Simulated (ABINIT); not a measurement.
The system is Co.

```
Co
1.0
     2.47200    0.00000    0.00000
    -1.23600    2.14081    0.00000
     0.00000    0.00000    4.02114
Co
2
Direct
  0.66667 0.33333 0.75000
  0.33333 0.66667 0.25000
```

Base run:

* Program: ABINIT 10.8.3 (patched build)
* Functional: LDA
* Potentials or basis: PseudoDojo NC SR LDA v0.4.1 standard
* Cutoff: 1252 eV
* k mesh: 9 × 9 × 5
* Occupations: fermi-dirac, width 0.05 eV
* Spin: collinear spin, ferromagnetic start
* Starting moments: [2.0, 2.0] μB

Its results: band gap on the k mesh none (metal or under the smearing width); pressure -15.7 GPa; net moment 3.03 μB per cell; site moments Co +1.57 μB.

Problem. The run is repeated on the same cell with these changes: functional from LDA to PBEsol; potentials or basis from PseudoDojo NC SR LDA v0.4.1 standard to PseudoDojo NC SR PBEsol v0.4 stringent; cutoff from 1252 eV to 1306 eV. What comes out?

Solution. Band gap on the k mesh none (metal or under the smearing width); pressure -9.3 GPa; net moment 3.06 μB per cell; site moments Co +1.61 μB.

Caveats: so large a pressure means that the cell lies far from this level's equilibrium, or that cutoff or potentials fall short (some runs).

Not every run made on this cell is shown here.
